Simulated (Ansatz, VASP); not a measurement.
## SnO: VASP beside Ansatz

```xyz
4
Lattice="3.3550 0.0000 0.0000 0.0000 5.6741 0.0000 0.0000 0.0000 4.2220" Properties=species:S:1:pos:R:3 pbc="T T T"
Sn    0.0000    1.3159    2.1665
Sn    1.6775    4.3582    0.0555
O     0.0000    5.0570    3.1110
O     1.6775    0.6171    1.0000
```

The cell comes from a database or a generator and needn't be the stable form of this composition.

Alike in both runs: task single point; functional r2SCAN; k mesh 6 × 4 × 4; no spin polarisation.

|  | VASP | Ansatz |
| --- | --- | --- |
| version | VASP 6.6.1 | Ansatz 0.2.0 |
| potentials or method | VASP PAW PBE potentials, release 64 (Sn_d, O) | plane waves, PAW |
| plane-wave cutoff (eV) | 520 | 500 |
| occupations | gaussian, width 0.01 eV | fixed |
| valence electrons in the cell | 40 | 40 |

VASP gave:

- gap on the k mesh at the Fermi level (eV): 1.95

Question: Estimate Ansatz's values.

Answer: gap on the k mesh at the Fermi level (eV): 1.96.

Caveats: spin-orbit coupling is left out, which moves the levels of the heavy elements. A k mesh can miss the band edges. r2SCAN opens gaps a little over a GGA but as a rule still falls short of measured ones.
